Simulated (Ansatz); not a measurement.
# Straining Al2Cu

Theory: Ansatz, DFT PBEsol, scalar-relativistic, plane waves, PAW. Run with 420 eV cutoff, 10×10×6 k-mesh, Gaussian smearing of 0.10 eV, no spin polarisation.

The relaxed crystal:

```
Al Cu
1.0
     2.86318    2.86318    0.00000
    -2.86318    2.86318    0.00000
     0.00000    0.00000    5.72636
Al Cu
4 2
Direct
  0.50000 0.00000 0.25000
  0.00000 0.50000 0.25000
  0.00000 0.50000 0.75000
  0.50000 0.00000 0.75000
  0.00000 0.00000 0.50000
  0.50000 0.50000 0.00000
```

Deformation: uniaxial strain along a, with the lengths of b and c and the atoms relaxed and the angles held, all within the symmetry that the strain leaves. Energies are extrapolated to zero smearing. On this cell's mesh the reference holds a stress of up to 0.70 GPa.

| strain (%) | ΔE (meV/atom) | a (Å) | b (Å) | c (Å) |
| --- | --- | --- | --- | --- |
| -6.0 | 25.5 | 3.806 | 4.101 | 5.907 |
| -4.0 | 14.0 | 3.887 | 4.082 | 5.822 |
| -2.0 | 4.2 | 3.968 | 4.072 | 5.743 |
| +0.0 | 0.0 | 4.049 | 4.049 | 5.726 |
| +2.0 | 2.3 | 4.130 | 4.054 | 5.668 |
| +4.0 | 12.3 | 4.211 | 4.049 | 5.641 |
| +6.0 | 28.2 | 4.292 | 4.040 | 5.617 |

What stiffness (1/V) d²E/dε² at zero strain does a cubic fit over all points give?

A cubic fit gives (1/V) d²E/dε² = 152 GPa at zero strain (Young's modulus along this axis, angles held).

How does the free axis b answer a small strain?

Between the innermost points its strain is -0.11 times the applied one.